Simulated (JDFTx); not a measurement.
A run of JDFTx 1.7.0 (patched build) is set up as follows.

File WC.in:

```
lattice \
    5.4924889812    -2.7462444906     0.0000000000 \
    0.0000000000     4.7566349877     0.0000000000 \
    0.0000000000     0.0000000000     5.3603971251
coords-type Cartesian
ion W      0.0000000000     0.0000000000     0.0000000000 1
ion C      2.7462444909     1.5855449958     2.6801985626 1

ion-species pseudo/W.upf
ion-species pseudo/C.upf
elec-cutoff 41 328
elec-ex-corr gga-PBE
kpoint-folding 8 8 7
elec-smearing Fermi 0.0018374661
elec-n-bands 15
electronic-SCF nIterations 100 energyDiffThreshold 1e-09
electronic-minimize nIterations 30 energyDiffThreshold 1e-7
forces-output-coords Cartesian
lattice-minimize nIterations 40 energyDiffThreshold 1e-6

dump-name run.$VAR
dump End Ecomponents EigStats BandEigs Kpoints Forces Stress
```

Potentials or basis: PseudoDojo-SR-PBE-0.5-stringent with smoothed tails.

Run with:

```bash
$ jdftx -c 1 -i WC.in -o WC.out
```

Task: Predict the relaxed cell.

Result: a = 2.923 Å, b = 2.923 Å, c = 2.845 Å, α = 90.00°, β = 90.00°, γ = 120.00°.

Task: What does it give for the space group after relaxing (to 0.05 Å)?

Result: P-6m2 (No. 187).

Task: Estimate the relaxed volume.

Result: 10.53 Å³/atom.

Task: Predict the band gap on the k mesh.

Result: None (metal or under the smearing width).

Final structure:
```xyz
2
Lattice="2.9230 0.0000 0.0000 -1.4615 2.5314 0.0000 0.0000 0.0000 2.8455" Properties=species:S:1:pos:R:3 pbc="T T T"
W     0.0000    0.0000    0.0000
C     1.4615    0.8438    1.4227
```

Spin-orbit coupling is left out, which matters for the levels of W. PBE usually gives volumes a little too large and moduli too small.
